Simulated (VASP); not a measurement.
Crystal: Au.

```
Au
1.0
     0.00000    2.03500    2.03500
     2.03500    0.00000    2.03500
     2.03500    2.03500    0.00000
Au
1
Direct
  0.00000 0.00000 0.00000
```

Base run:

| Quantity | Value |
| --- | --- |
| Program | VASP 6.6.1 |
| Functional | PW91 |
| Potentials or basis | VASP PAW PBE potentials, release 64 (Au) |
| Cutoff | 520 eV |
| k mesh | 11 × 11 × 11 |
| Occupations | fermi-dirac, width 0.05 eV |
| Spin | no spin polarisation |

Its results: pressure 11.9 GPa.

Task: The run is repeated on the same cell with these changes: functional from PW91 to AM05; further incar settings from ALGO = Normal; EDIFF = 1e-06 to ALGO = Fast; EDIFF = 1e-06; NBANDS = 12. What comes out?

Result: Pressure 0.6 GPa.

Caveats: the PAW data sets were made with another functional, which shifts forces and pressure a little.
